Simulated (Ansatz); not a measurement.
Rh, DFT, PBE, all-electron PAW with datasets made for the crystal, scalar-relativistic (Ansatz 0.2.0), run on 1 thread of Arm Neoverse V1 on a shared host.

The structure comes from a relaxation in the same program, started in the bcc type. Whether it is a known phase or the ground state wasn't checked. The listed cell was then made from it by scaling, straining or moving an atom.

Command: `ansatz run input.yaml --threads 1 --pin off --max-ram 2048MiB --backend cpu --events-out ev --progress --plain --runs-dir out`

```yaml
crystal:
  lattice:
    - [-1.509201777, 1.509201777, 1.509201777]
    - [1.509201777, -1.509201777, 1.509201777]
    - [1.509201777, 1.509201777, -1.509201777]
  atoms:
    - { symbol: Rh, position: [0.0, 0.0, 0.0] }
kpoints:
  mp_grid: { grid: [16, 16, 16] }
scf:
  occupations: { method: fermi_dirac, width: 0.05 }
hamiltonian:
  xc: pbe
  pseudopotentials: { kind: all_electron, datasets: crystal }
output:
  forces: true
  stress: true
  eigenvalues: true
  efg: { contact_densities: true }
```

Question: How large is the problem that the program sets up?

Answer: 145 irreducible k-points, 177 plane waves at Γ, 9 bands.

Question: Estimate the wall time and the peak memory.

Answer: 6.6 s of wall time for 8 SCF iterations, with a peak of 0.39 GiB. Times on shared machines scatter by tens of per cent.

Question: And the same cell and mesh by full-potential LAPW, asked for forces, stress, eigenvalues, on the same hardware?

Answer: 14 s, peak memory 0.34 GiB.
